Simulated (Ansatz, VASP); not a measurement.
# One calculation of CdS (Greenockite), two programs

Contents of INCAR:

```
SYSTEM = CdS
PREC = Accurate
ENCUT = 520
EDIFF = 1E-6
ISMEAR = 0
SIGMA = 0.01
LREAL = .FALSE.
LASPH = .TRUE.
NELM = 100
ALGO = Fast
ISIF = 2
LWAVE = .FALSE.
LCHARG = .FALSE.
GGA = PE
NBANDS = 26
```

The input KPOINTS:

```
Automatic mesh
0
G
  5 5 3
  0 0 0
```

POSCAR

```
CdS
1.0
    4.1500000000      0.0000000000      0.0000000000
   -2.0750000000      3.5940054300      0.0000000000
    0.0000000000      0.0000000000      6.7370000000
Cd S
2 2
Direct
    0.3333333300      0.6666666700      0.0000000000
    0.6666666700      0.3333333300      0.5000000000
    0.3333333300      0.6666666700      0.3750000000
    0.6666666700      0.3333333300      0.8750000000
```

Input for Ansatz:

```yaml
crystal:
  lattice:
    - [4.15, 0.0, 0.0]
    - [-2.075, 3.59400543, 0.0]
    - [0.0, 0.0, 6.737]
  atoms:
    - { symbol: Cd, position: [0.33333333000000004, 0.66666667, 0.0] }
    - { symbol: Cd, position: [0.66666667, 0.33333333, 0.5] }
    - { symbol: S, position: [0.33333333000000004, 0.66666667, 0.37499999999999994] }
    - { symbol: S, position: [0.66666667, 0.33333333, 0.875] }
kpoints:
  mp_grid:
    grid: [5, 5, 3]
  band_path:
    path:
      - [0.0, 0.0, 0.0]
      - [0.5, 0.0, 0.0]
      - [0.33333, 0.33333, 0.0]
      - [0.0, 0.0, 0.5]
    npoints: 1
hamiltonian:
  xc: pbe
scf:
  occupations:
    method: fixed
output:
  fatbands: true
```

Alike in both runs: task single point; functional PBE; k mesh 5 × 5 × 3; no spin polarisation.

|  | VASP | Ansatz |
| --- | --- | --- |
| version | VASP 6.6.1 | Ansatz 0.2.0 |
| potentials or method | VASP PAW PBE potentials, release 64 (Cd, S) | plane waves, PAW |
| plane-wave cutoff (eV) | 520 | 420 |
| occupations | gaussian, width 0.01 eV | fixed |
| valence electrons in the cell | 36 | 52 |

```tsv
	VASP	Ansatz	Ansatz less VASP
gap on the k mesh at the Fermi level (eV)	1.20	1.19	-0.003
```

The two sets of potentials don't hold the same shells in valence.

Expect the measured gap to be larger: semilocal functionals such as PBE lack the derivative discontinuity.
